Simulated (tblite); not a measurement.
Compound: C7H8.
Atom-mapped SMILES: `[CH:1]1=[CH:2][C@@H:3]2[CH:4]=[CH:5][C@H:6]1[CH2:7]2` (hydrogens: H8 on C1; H9 on C2; H10 on C3; H11 on C4; H12 on C5; H13 on C6; H14, H15 on C7)

Computed with GFN2-xTB (tblite), gas phase: L-BFGS steps from a force-field or distance-geometry start until the largest atomic force falls under 0.01 eV/Å.

Step 11: E = -517.0395 eV
```
atom  x, y, z in Å  |  force x, y, z in eV/Å
C1      1.3087    0.5530   -0.4915   -0.055  -0.062   0.038
C2      1.2109   -0.7672   -0.4412    0.002   0.113   0.049
C3     -0.0965   -1.0942    0.2636   -0.054  -0.075  -0.004
C4     -1.1981   -0.6147   -0.6717    0.027   0.007   0.055
C5     -1.1005    0.7034   -0.7406    0.021   0.009   0.054
C6      0.0560    1.1168    0.1615   -0.024   0.102  -0.067
C7     -0.1218    0.0686    1.2749    0.002  -0.014  -0.055
H8      2.0849    1.1615   -0.9112    0.008   0.015  -0.076
H9      1.8794   -1.5048   -0.8355    0.045  -0.082  -0.011
H10    -0.1955   -2.1097    0.6376   -0.003   0.021   0.029
H11    -1.8876   -1.2698   -1.1678    0.030  -0.022  -0.050
H12    -1.6760    1.3924   -1.3280   -0.005   0.028   0.007
H13     0.0916    2.1693    0.4312   -0.003  -0.034   0.057
H14    -1.0656    0.1553    1.8132   -0.008   0.009  -0.025
H15     0.7057    0.0481    1.9834    0.014  -0.016  -0.002
```

Step 12: E = -517.0406 eV
```
atom  x, y, z in Å  |  force x, y, z in eV/Å
C1      1.3074    0.5525   -0.4923   -0.020   0.018   0.028
C2      1.2096   -0.7666   -0.4393    0.040   0.021   0.027
C3     -0.0978   -1.0953    0.2653   -0.025  -0.036  -0.020
C4     -1.1971   -0.6152   -0.6721    0.018   0.056   0.054
C5     -1.0995    0.7042   -0.7382   -0.009  -0.040   0.032
C6      0.0569    1.1184    0.1629   -0.044   0.052  -0.063
C7     -0.1216    0.0684    1.2759   -0.003  -0.005  -0.055
H8      2.0810    1.1623   -0.9183   -0.015  -0.018  -0.050
H9      1.8794   -1.5054   -0.8321    0.025  -0.059  -0.006
H10    -0.1975   -2.1112    0.6384    0.002   0.030   0.031
H11    -1.8835   -1.2710   -1.1732    0.041   0.004  -0.030
H12    -1.6755    1.3932   -1.3250   -0.004   0.028   0.002
H13     0.0936    2.1713    0.4321   -0.005  -0.049   0.058
H14    -1.0677    0.1543    1.8109    0.020   0.016  -0.007
H15     0.7079    0.0479    1.9831   -0.021  -0.018  -0.002
```

Step 13: E = -517.0414 eV
```
atom  x, y, z in Å  |  force x, y, z in eV/Å
C1      1.3064    0.5528   -0.4926   -0.001   0.009   0.011
C2      1.2096   -0.7665   -0.4376    0.047  -0.001   0.007
C3     -0.0989   -1.0964    0.2660    0.022   0.014  -0.021
C4     -1.1964   -0.6147   -0.6714   -0.013   0.006   0.025
C5     -1.0991    0.7043   -0.7362   -0.041   0.008  -0.009
C6      0.0568    1.1202    0.1629   -0.033  -0.015  -0.026
C7     -0.1215    0.0683    1.2756   -0.003   0.005  -0.034
H8      2.0781    1.1624   -0.9240   -0.023  -0.029  -0.033
H9      1.8797   -1.5067   -0.8298    0.007  -0.030   0.003
H10    -0.1988   -2.1118    0.6396    0.002   0.026   0.032
H11    -1.8799   -1.2716   -1.1774    0.054   0.030  -0.007
H12    -1.6753    1.3942   -1.3229    0.001   0.012   0.007
H13     0.0948    2.1720    0.4339   -0.010  -0.038   0.054
H14    -1.0687    0.1540    1.8092    0.034   0.020   0.002
H15     0.7088    0.0475    1.9829   -0.044  -0.016  -0.010
```

Task: Estimate the geometry and energy of step 14. (The exact step hangs on the optimiser's Hessian estimate; all steps are aligned on step 13, rigid shifts and turns removed.)

Result: E = -517.0420 eV, largest force 0.068 eV/Å
```
atom  x, y, z in Å  |  force x, y, z in eV/Å
C1      1.3055    0.5531   -0.4926    0.018   0.015  -0.014
C2      1.2105   -0.7662   -0.4361    0.037  -0.040  -0.010
C3     -0.0994   -1.0971    0.2662    0.049   0.045  -0.012
C4     -1.1960   -0.6143   -0.6704   -0.022  -0.012  -0.005
C5     -1.0996    0.7047   -0.7348   -0.048   0.023  -0.030
C6      0.0560    1.1212    0.1623   -0.010  -0.058   0.013
C7     -0.1215    0.0683    1.2748   -0.004   0.009  -0.008
H8      2.0753    1.1619   -0.9291   -0.027  -0.032  -0.018
H9      1.8803   -1.5084   -0.8280   -0.009   0.001   0.014
H10    -0.1999   -2.1117    0.6411    0.003   0.021   0.028
H11    -1.8760   -1.2715   -1.1809    0.046   0.033   0.001
H12    -1.6751    1.3954   -1.3212   -0.005   0.007   0.003
H13     0.0956    2.1717    0.4362   -0.014  -0.022   0.047
H14    -1.0688    0.1541    1.8081    0.032   0.020   0.007
H15     0.7086    0.0468    1.9826   -0.047  -0.012  -0.015
```

The energy changes by -0.0006 eV. The first-order estimate −F·Δx gives -0.0009 eV and the mean of the old and new forces, exact on a quadratic surface, -0.0006 eV. The step makes an angle of 56° with the force vector and moves no atom by more than 0.006 Å.

The cost below is that of the whole relaxation. The run took under 0.1 s of wall time on one thread of an Arm Neoverse V2, on a shared host.
